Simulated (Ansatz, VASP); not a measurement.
# Zn16HSe15N (N-H pair in ZnSe) in two plane-wave programs, part 2 of 2

Aim: how closely do two programs agree when they are given the same cell, functional and k mesh? The cell is taken from a series of runs on this material, whose earlier steps may have relaxed, scaled, displaced or heated it; both programs get it as it stands.

VASP 6.6.1 and Ansatz 0.2.0.

So far. Step 2 (VASP: single point, HSE06): The run ends at a pressure of -2.01 GPa, with forces up to 4.6 eV/Å.

## (3) Ansatz: single point, HSE06

Level of this step: Ansatz beside VASP: Kohn-Sham DFT, plane waves, HSE06 (Ansatz).

Ansatz runs on its default PAW (the set named soft_2) files.

The same cell, functional, mesh and smearing now go to Ansatz.

input.yaml

```yaml
crystal:
  lattice:
    - [-5.73182924, 5.73182924, -5.73182924]
    - [5.73182924, 5.73182924, 5.73182924]
    - [5.73182924, -5.73182924, -5.73182924]
  atoms:
    - { symbol: Zn, position: [-0.002261049, -0.006055817, -0.002094007] }
    - { symbol: Zn, position: [-0.002264529, 0.247744806, 0.744097747] }
    - { symbol: Zn, position: [5.9709e-05, 0.50365467, 0.507579797] }
    - { symbol: Zn, position: [6.659e-05, 0.757420447, 0.253825476] }
    - { symbol: Zn, position: [0.244747989, -0.006451689, 0.743716194] }
    - { symbol: Zn, position: [0.253645403, 0.250089922, 0.507568212] }
    - { symbol: Zn, position: [0.179158607, 0.429177416, 0.179335507] }
    - { symbol: Zn, position: [0.253650177, 0.757414861, 0.00025466] }
    - { symbol: Zn, position: [0.515578611, -0.026577297, 0.515763354] }
    - { symbol: Zn, position: [0.507411733, 0.250084326, 0.253821738] }
    - { symbol: Zn, position: [0.507396876, 0.503662499, 0.000248635] }
    - { symbol: Zn, position: [0.515563858, 0.76557719, 0.723585772] }
    - { symbol: Zn, position: [0.743526211, -0.006464382, 0.244922989] }
    - { symbol: Zn, position: [0.743936513, 0.247746435, -0.002091067] }
    - { symbol: Zn, position: [0.743541977, 0.494768376, 0.743710465] }
    - { symbol: Zn, position: [0.723388793, 0.765603224, 0.515765259] }
    - { symbol: Se, position: [-0.000980337, 0.000922109, 0.751082812] }
    - { symbol: Se, position: [-0.002149162, 0.24786024, 0.495807686] }
    - { symbol: Se, position: [-0.005200338, 0.500445165, 0.250608851] }
    - { symbol: Se, position: [-0.002142511, 0.745654236, -0.001967267] }
    - { symbol: Se, position: [0.258871063, -0.002382795, 0.500731483] }
    - { symbol: Se, position: [0.250432944, 0.244809637, 0.250596567] }
    - { symbol: Se, position: [0.250422689, 0.500434217, -0.005032854] }
    - { symbol: Se, position: [0.258863356, 0.750559393, 0.74777636] }
    - { symbol: Se, position: [0.500542742, -0.002398009, 0.259043145] }
    - { symbol: Se, position: [0.495646457, 0.247872779, -0.001968865] }
    - { symbol: Se, position: [0.50054985, 0.508877234, 0.747766488] }
    - { symbol: "N", position: [0.539341337, 0.789374409, 0.539548682] }
    - { symbol: Se, position: [0.750901499, 0.000910232, -0.000818866] }
    - { symbol: Se, position: [0.750908864, 0.249028667, 0.751080527] }
    - { symbol: Se, position: [0.747584606, 0.508884082, 0.500713509] }
    - { symbol: Se, position: [0.747585109, 0.750548709, 0.259045827] }
    - { symbol: H, position: [0.414348625, 0.664391675, 0.414563258] }
basis:
  ecutwfc: 420
  xc_grid: 2
hamiltonian:
  xc: hse06
kpoints:
  mp_grid: { grid: [1, 1, 1] }
scf:
  occupations: { method: fermi_dirac, width: 0.01 }
  max_iter: 120
output:
  forces: true
checkpoint:
  read: "../relax.run"
```

Run with:

```
$ ansatz run input.yaml --threads 4 --pin off --max-ram 7536MiB --backend cpu --events-out ev --progress --plain --runs-dir out
```

Numbers of over 12 decimals in the logs are rounded to 6 here.

What it wrote:

```text
Warning: at least one further symmetry operation maps every atom of the structure, as the run holds it, onto an atom to within 2.69e-5 (fractional), and is not used: no operation is sought that the atoms, as the run holds them, miss by more than 2.00e-5, twice crystal.symmetry.tolerance (1.0e-5). The run uses 1 unitary operations. The run imposes no operation that its atoms and lattice do not hold. Figures that only  [...]
Warning: checkpoint.read: the run can stay near the saved state's solution: 2 site(s) moved relative to the saved geometry (max |Δs| = 2.101e-2 fractional); the SCF starts from the saved state under `checkpoint.density_extrapolation: transplant`, in force with no word given; its orbitals are not used off its sites. A run without `checkpoint.read` takes nothing of the state. A lower free energy from it at the same positions (and U, V and field ramp, if any) shows a solution that this start missed, and an equal or higher one rules none out (checkpoint.read, Limitations, in the input reference)
exact exchange: scf.exx.singularity resolves to wigner_seitz, which cuts the screened interaction at the faces of the exchange supercell's Wigner-Seitz cell, so that each pair interacts once, at the shortest of its separations (the periodic images that this leaves out come, for a point-like exchange hole, to about 0.012 eV on a filled level). The cut falls within the interaction's reach, and what an exchange supercel [...]
Engine: ansatz 0.2.0, aarch64-unknown-linux-gnu
Pseudopotentials: kind: paw
Pseudopotential: Zn, paw, valence charge 12, recommended cutoff 420 eV (normal), Zn.paw.azcp
Pseudopotential: Se, paw, valence charge 16, recommended cutoff 420 eV (normal), Se.paw.azcp
Pseudopotential: N, paw, valence charge 5, recommended cutoff 420 eV (normal), N.paw.azcp
Pseudopotential: H, paw, valence charge 1, recommended cutoff 420 eV (normal), H.paw.azcp
Functional definition: HSE06
  parameter a = 0.25
  parameter omega = 0.11/bohr
  exchange = pbe_x - a*pbe_x_sr(omega) + a*exact_x_sr(omega)
  correlation = pbe_c
Crystal: 33 atoms, lattice volume = 753.251 Å³
Basis set: ecut = 420 eV, 14771 PW (Γ), exchange–correlation on 144×144×144 points (8 copies of the dense FFT grid, shifted against one another)
Bands: 263, of which v1, the nominal top of the filled ones, is band 219 counted from 1 (218 counted from 0)
Symmetry: 1 space group operations
Space group: P1 (ITA 1), of the structure as read, at distance tolerance 9.1e-5 Å
k-points: 1
Non-local potential: Zn, projectors of the file, l = 0: 2, l = 1: 2, l = 2: 3, l = 3: 1
Non-local potential: Se, projectors of the file, l = 0: 2, l = 1: 2, l = 2: 3, l = 3: 1
Non-local potential: N, projectors of the file, l = 0: 2, l = 1: 2, l = 2: 1
Non-local potential: H, projectors of the file, l = 0: 2, l = 1: 1
PAW form: soft (Blöchl's): semilocal exchange-correlation on the pseudo side does not see the compensation charge
PAW frozen core: Zn, regenerated for the run's functional, and the local potential with it (the file was generated under x = pbe(κ = 0.804, μ = 0.219515), c = pbe(β = 0.066725))
PAW frozen core: Se, regenerated for the run's functional, and the local potential with it (the file was generated under x = pbe(κ = 0.804, μ = 0.219515), c = pbe(β = 0.066725))
PAW frozen core: N, regenerated for the run's functional, and the local potential with it (the file was generated under x = pbe(κ = 0.804, μ = 0.219515), c = pbe(β = 0.066725))
[...]
SCF 2 stopped early in 7 iterations: F = -135584.065210 eV  dr2 = 4.51e-5
  Residual-converged pass: ⟨swp⟩=4.0  Hψ=888  notcnv=0  max |occ|·‖R‖ = 4.2e-6 eV (tolerance 6.7e-6 eV)  dr2=4.31e-5  dr2_onsite=6.65e-6  max |Δocc| = 0.0e0
  greatest PAW one-centre occupation: 1.000 electrons in one spin orbital (limit 2), on the Se atom at site 21 (counted from 0), in its partial waves of l = 2
hybrid outer 1: dexx = +2.003e-1 eV, tail = 8.53e-4 eV
Exchange kernel: α = 0.2500, screened, ω = 0.2079 Å⁻¹, Wigner–Seitz truncation, v(0) = 869.9606 eV·Å³, q-mesh 1×1×1, nearest image of the exchange supercell L = 9.93 Å, pair-density grid 40×40×40, without the augmentation charges, whose exchange is taken in its separable form (sized by the pseudopotential files, 60×60×60 at the most)
Frozen-core exchange: fock
SCF iter   1: F=—  HF=-135584.060241 eV  |F-HF|=—  |Δ(HF+E_count)|=         —  Δρ=5.73e-5  dr2=2.15e-5  ethr=9.73e-7  ⟨swp⟩=9.0  Hψ=626  notcnv=0
preconditioner: auto → none  [insulator: Δε(μ)=2.163 eV  Ē_g=12.999 eV  σ=0.010 eV  W_gap=1.00  n_scr=200 (ndim 8)  ℏωp=23.0 eV  f_vac=0.134  D(μ)=0.00/eV (n_scr^D=0)]
SCF iter   2: F=—  HF=-135584.060260 eV  |F-HF|=—  |Δ(HF+E_count)|=   1.94e-5  Δρ=3.68e-5  dr2=9.12e-6  ethr=4.30e-9  ⟨swp⟩=4.0  Hψ=901  notcnv=0
SCF iter   3: F=—  HF=-135584.060257 eV  |F-HF|=—  |Δ(HF+E_count)|=   2.74e-6  Δρ=1.62e-5  dr2=3.97e-6  ethr=1.47e-9  ⟨swp⟩=4.0  Hψ=639  notcnv=0
SCF iter   4: F=—  HF=-135584.060272 eV  |F-HF|=—  |Δ(HF+E_count)|=   1.48e-5  Δρ=1.78e-5  dr2=1.69e-6  ethr=2.62e-10  ⟨swp⟩=7.0  Hψ=919  notcnv=0
SCF iter   5: F=—  HF=-135584.060272 eV  |F-HF|=—  |Δ(HF+E_count)|=   4.72e-7  Δρ=2.52e-6  dr2=8.44e-8  ethr=2.62e-10  ⟨swp⟩=3.0  Hψ=625  notcnv=0
SCF iter   6: F=—  HF=-135584.060272 eV  |F-HF|=—  |Δ(HF+E_count)|=   2.91e-7  Δρ=2.44e-6  dr2=5.81e-8  ethr=8.43e-12  ⟨swp⟩=6.0  Hψ=831  notcnv=0  defer=15
SCF iter   7: F=-135584.060272 eV  HF=-135584.060272 eV  |F-HF|=7.86e-10  |Δ(HF+E_count)|=   1.71e-8  Δρ=4.82e-7  dr2=3.23e-9  ethr=8.43e-12  ⟨swp⟩=13.0  Hψ=618  notcnv=0  defer=2
SCF 3 converged in 7 iterations: F = -135584.060272 eV  dr2 = 3.23e-9
  Residual-converged pass: ⟨swp⟩=3.0  Hψ=624  notcnv=0  max |occ|·‖R‖ = 1.4e-6 eV (tolerance 1.8e-6 eV)  dr2=3.33e-9  dr2_onsite=3.84e-10  max |Δocc| = 0.0e0
  greatest PAW one-centre occupation: 1.000 electrons in one spin orbital (limit 2), on the Se atom at site 22 (counted from 0), in its partial waves of l = 2
hybrid outer 2: dexx = +1.568e-5 eV, tail = 3.17e-7 eV, Δε = 3.40e-3 eV (about 9.91e-5 eV left of the loop's levels), ΔF = 7.88e-3 eV/Å (tail 1.22e-3)
Exchange kernel: α = 0.2500, screened, ω = 0.2079 Å⁻¹, Wigner–Seitz truncation, v(0) = 869.9606 eV·Å³, q-mesh 1×1×1, nearest image of the exchange supercell L = 9.93 Å, pair-density grid 40×40×40, without the augmentation charges, whose exchange is taken in its separable form (sized by the pseudopotential files, 60×60×60 at the most)
Frozen-core exchange: fock
SCF iter   1: F=—  HF=-135584.060271 eV  |F-HF|=—  |Δ(HF+E_count)|=         —  Δρ=9.01e-7  dr2=5.74e-9  ethr=3.62e-10  ⟨swp⟩=17.0  Hψ=794  notcnv=0
preconditioner: auto → none  [insulator: Δε(μ)=2.164 eV  Ē_g=12.999 eV  σ=0.010 eV  W_gap=1.00  n_scr=200 (ndim 8)  ℏωp=23.0 eV  f_vac=0.134  D(μ)=0.00/eV (n_scr^D=0)]
SCF iter   2: F=-135584.060271 eV  HF=-135584.060271 eV  |F-HF|=2.15e-9  |Δ(HF+E_count)|=   2.47e-9  Δρ=5.54e-7  dr2=2.53e-9  ethr=7.36e-12 (applied; sched 1.12e-12)  ⟨swp⟩=4.0  Hψ=737  notcnv=0
SCF 4 converged in 2 iterations: F = -135584.060271 eV  dr2 = 2.53e-9
  Residual-converged pass: ⟨swp⟩=2.0  Hψ=402  notcnv=0  max |occ|·‖R‖ = 2.7e-6 eV (tolerance 2.8e-6 eV)  dr2=2.54e-9  dr2_onsite=1.08e-9  max |Δocc| = 0.0e0
hybrid outer 3: dexx = +3.613e-9 eV, tail = 7.32e-9 eV, Δε = 7.49e-5 eV (about 2.21e-5 eV left of the loop's levels), ΔF = 1.04e-4 eV/Å (tail 1.25e-4)
hybrid SCF converged: 3 outer / 16 inner (+6 warm-up), last move |dexx| = 3.61e-9 eV, tail = 7.32e-9 eV
Stability not checked: this state was not tested for a lower state beside it, because the functional holds exact exchange (a hybrid, or Hartree-Fock), whose exchange loop this test does not read (fock_operator; see scf.lower_state_search)
Free energy (F): -135584.060271 eV
Frozen-core exchange: fock
Harris-Foulkes:  -135584.060271 eV  (|F-HF|=2.15e-9)
Internal energy: -135584.060271 eV  (E = F + TS)
E sigma→0 (E₀):  -135584.060271 eV
Fermi energy:    6.503698 eV
--- Per-component energies (eV) ---
  E_band       = -7086.891395
  E_kinetic    = 3992.667298
  E_local      = -69685.705094  (includes V_loc(G=0)·N_el)
  E_nonlocal   = 1008.435780
  E_hartree    = 32204.936559
  E_xc         = -3039.788911
  E_vxc        = -1900.024766  (∫ρ·V_xc dr)
  E_exx        = -1707.914655  (= α·E_x^exact, valence–valence)
  E_paw        = -57179.349297  (= ΣΔE_a)
  E_vpaw       = -1496.288256  (= ΣTr[D̂ρ^β])
  E_aug_tail   = -0.015304  (compensation charges beyond the density's cutoff)
  E_ewald      = -41171.490469
  E_core_change = -5.836175  (= ΣΔE_core)
  E_smearing   = -0.000000  (= −TS)
  E_closure    = -0.000003  (closes the sum)
  Σ components = -135584.060271   (vs F -135584.060271, Δ=-2.91e-11)
--- Forces (eV/Å), atoms counted from 1 ---
  atom   1  Zn     0.00362846     0.00313431    -0.01405750
  atom   2  Zn     0.00353942     0.01390446    -0.00337123
  atom   3  Zn    -0.00281473     0.00344792     0.00114026
  atom   4  Zn    -0.00280129    -0.00106294    -0.00348624
  atom   5  Zn    -0.01262776     0.00590529    -0.00568639
  atom   6  Zn    -0.00139288     0.00306203     0.00256490
  atom   7  Zn     0.02412261     0.02408635    -0.02456230
  atom   8  Zn    -0.00138091    -0.00289659    -0.00293162
  atom   9  Zn    -0.02232848    -0.02271097     0.09498267
  atom  10  Zn     0.00304995    -0.00139637     0.00306336
  atom  11  Zn     0.00275007    -0.00278436     0.00125347
  atom  12  Zn    -0.02231931    -0.09465824     0.02250752
  atom  13  Zn     0.00523617    -0.01209655    -0.00536533
  atom  14  Zn     0.01414382     0.00327206    -0.00341564
  atom  15  Zn     0.00536590     0.00547964     0.01244488
  atom  16  Zn    -0.09498895    -0.02253399     0.02240063
  atom  17  Se     0.01077861    -0.01505967     0.01513650
  atom  18  Se    -0.00228647    -0.00090975     0.00268291
  atom  19  Se     0.00792800    -0.02604386     0.02603004
  atom  20  Se    -0.00230375    -0.00255371     0.00105696
  atom  21  Se     0.00110880    -0.00052303     0.00137652
  atom  22  Se    -0.02572233    -0.02603793    -0.00774731
  atom  23  Se    -0.02584532     0.00813361     0.02608835
  atom  24  Se     0.00119109    -0.00129407     0.00044205
  atom  25  Se     0.00000116     0.00154988     0.00075763
  atom  26  Se    -0.00122195    -0.00263303     0.00239389
  atom  27  Se     0.00007575    -0.00126204    -0.00135705
  atom  28  N     -2.53385376    -2.53298547     2.53361677
  atom  29  Se    -0.01414165     0.01077861     0.01408797
  atom  30  Se    -0.01460962    -0.01432204    -0.01084328
  atom  31  Se    -0.00073946    -0.00028252    -0.00192286
  atom  32  Se    -0.00059798     0.00170372     0.00034639
  atom  33  H      2.69903523     2.69956698    -2.69961054
  max |Σ_I F_I| component: 2.22e-5 eV/Å
--- Band table (eV) ---
  k-point 0: bands = [... 215 lower, 4.7836, 5.3785, 5.4183, 5.4183, 7.5821]
  guard bands above this table: 43 of the run's 263 bands. The solve was not asked for them (output.publish_guard_bands: true or output.eigenvalues: true publishes all)
```

## (4) Side by side

Known differences besides the potentials themselves: exact exchange at q = 0 is treated differently, which shows on coarse meshes; VASP keeps PBE cores, Ansatz makes them for the functional; the data sets hold 438 valence electrons in Ansatz (on its default PAW (the set named soft_2) files) and 288 in VASP; the cutoff is 420 eV in Ansatz and 520 eV in VASP (PREC = Accurate, projectors in real space); VASP takes a coarser grid for exact exchange (PRECFOCK = Fast). Total energies have different zeros and are not compared.

Compared:

```
              quantity  Ansatz   VASP  difference
gap on the k mesh (eV)   2.164  2.179      -0.015
```

Forces on 7 of the 33 atoms, those with the largest forces and the largest differences (eV/Å; atoms numbered as in POSCAR):

```
atom         Ansatz x, y, z           VASP x, y, z
 Zn7   0.024, 0.024, -0.025   0.026, 0.027, -0.027
 Zn9  -0.022, -0.023, 0.095    0.000, 0.000, 0.124
Zn12  -0.022, -0.095, 0.023   0.000, -0.123, 0.000
Zn16  -0.095, -0.023, 0.022   -0.124, 0.000, 0.000
Se19   0.008, -0.026, 0.026   0.016, -0.026, 0.029
 N32  -2.534, -2.533, 2.534  -2.543, -2.542, 2.542
 H33   2.699, 2.700, -2.700   2.684, 2.684, -2.684
```

The forces differ by 8.8 meV/Å r.m.s., which is 1.4 % of the r.m.s. force of 0.644 eV/Å (both taken over all components). A gap on the mesh is an upper bound, since the band edges may lie between its points.

## (5) What came out

```yaml
r_m_s_force_difference_single_point_hse06: 1.4 % of the r.m.s. force
```

The r.m.s. force difference is 1.4 % of the r.m.s. force (single point, HSE06), within the 3 % picked in this series as the mark of a large difference. The data sets hold unlike numbers of valence electrons (438 in Ansatz and 288 in VASP), so part of the differences comes from the potentials. Such differences can come from data sets, numerical settings and the points named under the comparisons, not from the functional's error against experiment.

[Lines on the potential files, build, host, timing and source positions are cut from VASP's logs without a mark.]

[Logs are printed without paths, hosts, clocks, repeated set-up lines and the standing remarks that a program may print on its own settings, such as how far it seeks lower states.]

[Hosts, paths, dates, database ids (printed as entryN), source tags and the programs' standing remarks are cut or masked in the printed files.]
